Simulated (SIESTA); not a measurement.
The system is ZnSe (Stilleite).

```
Se Zn
1.0
     0.00000    2.83380    2.83380
     2.83380    0.00000    2.83380
     2.83380    2.83380    0.00000
Se Zn
1 1
Direct
  0.75000 0.75000 0.75000
  0.00000 0.00000 0.00000
```

Base run:

* Program: SIESTA 5.4.2
* Functional: PBE
* Potentials or basis: PseudoDojo 0.4 standard (PBE files)
* Basis: DZP (energy shift 0.003 Ry; two zetas on semicore shells)
* Grid cutoff: 800 Ry
* Energy shift: 0.003 Ry
* k mesh: 8 × 8 × 8
* Occupations: fermi-dirac, width 0.05 eV
* Spin: no spin polarisation

Its results: band gap on the k mesh 1.59 eV, direct; pressure 2.4 GPa.

Problem. The run is repeated on the same cell with these changes: functional from PBE to vdW-DF-cx. What comes out?

Solution. Band gap on the k mesh 1.52 eV, direct; pressure 0.3 GPa.

Caveats: short orbitals over semicore shells can move pressures by several GPa; the valence orbitals were made in a potential fitted to the semicore shell under them, which widens gaps by tenths of an eV or more; the basis of atomic orbitals isn't converged, which shifts pressures, moduli and gaps; the basis holds too few empty states to meet the f-sum rule, so the spectrum is short of weight at high energy (some runs); the potentials were made for another functional, which shifts forces and pressure (some runs).

Not every run made on this cell is shown here.
